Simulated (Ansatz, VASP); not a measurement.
# PbO: VASP beside Ansatz

File POSCAR:

```
PbO
1.0
    4.1825933979      0.0000000000      0.0000000000
   -2.0912966989      3.6222321363      0.0000000000
    0.0000000000      0.0000000000      5.6031735739
Pb O
2 2
Direct
    0.3333333333      0.6666666667     -0.0203130653
    0.6666666667      0.3333333333      0.4796869347
    0.3333333333      0.6666666667      0.3953130653
    0.6666666667      0.3333333333      0.8953130653
```

Contents of INCAR.step1:

```
PREC = Accurate
ENCUT = 520
ISMEAR = 0
SIGMA = 0.01
LREAL = F
LASPH = T
NELM = 100
NBANDS = 28
GGA = PE
ALGO = Normal
EDIFF = 1E-4
LWAVE = T
LCHARG = F
```

The input INCAR.step2:

```
PREC = Accurate
ENCUT = 520
EDIFF = 1E-7
ISMEAR = 0
SIGMA = 0.01
LREAL = F
LASPH = T
NELM = 100
ALGO = Normal
ISIF = 2
LWAVE = F
LCHARG = T
METAGGA = R2SCAN
LMIXTAU = T
LELF = T
LVHAR = T
NBANDS = 28
ISTART = 1
```

The input KPOINTS:

```
Automatic mesh
0
Gamma
  12 12 4
```

Input for Ansatz:

```yaml
crystal:
  lattice:
    - [4.1825933979, 0.0, 0.0]
    - [-2.0912966989, 3.6222321363, 0.0]
    - [0.0, 0.0, 5.6031735739]
  atoms:
    - { symbol: Pb, position: [0.3333333333, 0.6666666667, -0.0203130653] }
    - { symbol: Pb, position: [0.6666666667, 0.3333333333, 0.4796869347] }
    - { symbol: O, position: [0.3333333333, 0.6666666667, 0.3953130653] }
    - { symbol: O, position: [0.6666666667, 0.3333333333, 0.8953130653] }
kpoints:
  mp_grid: { grid: [12, 12, 4] }
  band_path:
    path:
      - [0.0, 0.0, 0.0]
      - [0.5, 0.0, 0.0]
      - [0.3333333333, 0.3333333333, 0.0]
      - [0.0, 0.0, 0.5]
      - [0.5, 0.0, 0.5]
      - [0.3333333333, 0.3333333333, 0.5]
      - [0.5, 0.0, 0.4]
    npoints: 1
hamiltonian:
  xc: r2scan
scf:
  occupations: { method: fixed }
  n_extra_bands: 5
output:
  forces: true
  stress: true
  eigenvalues: true
```

Change from the starting cell: hydrostatic strain -0.3%.

Alike in both runs: task single point; functional r2SCAN; k mesh 12 × 12 × 4; no spin polarisation.

|  | VASP | Ansatz |
| --- | --- | --- |
| version | VASP 6.6.1 | Ansatz 0.2.0 |
| potentials or method | VASP PAW PBE potentials, release 64 (Pb_d, O) | plane waves, PAW |
| plane-wave cutoff (eV) | 520 | 500 |
| occupations | gaussian, width 0.01 eV | fixed |
| valence electrons in the cell | 40 | 40 |

|  | VASP | Ansatz | Ansatz less VASP |
| --- | --- | --- | --- |
| gap on the k mesh at the Fermi level (eV) | 2.02 | 2.02 | -0.001 |
| pressure (GPa) | 1.0 | 0.7 | -0.27 |
| largest component of the traceless stress (GPa) | 0.04 | 0.12 | +0.083 |
| rms of the force components (eV/Å) | 0.021 | 0.000 | -0.0212 |

Atom by atom the forces differ by 0.021 eV/Å (rms over components).

Caveats: the PAW data sets were made with another functional, which shifts forces and pressure a little (VASP); spin-orbit coupling is left out, which as a rule narrows the gap of such compounds by several tenths of an eV. A k mesh can miss the band edges.
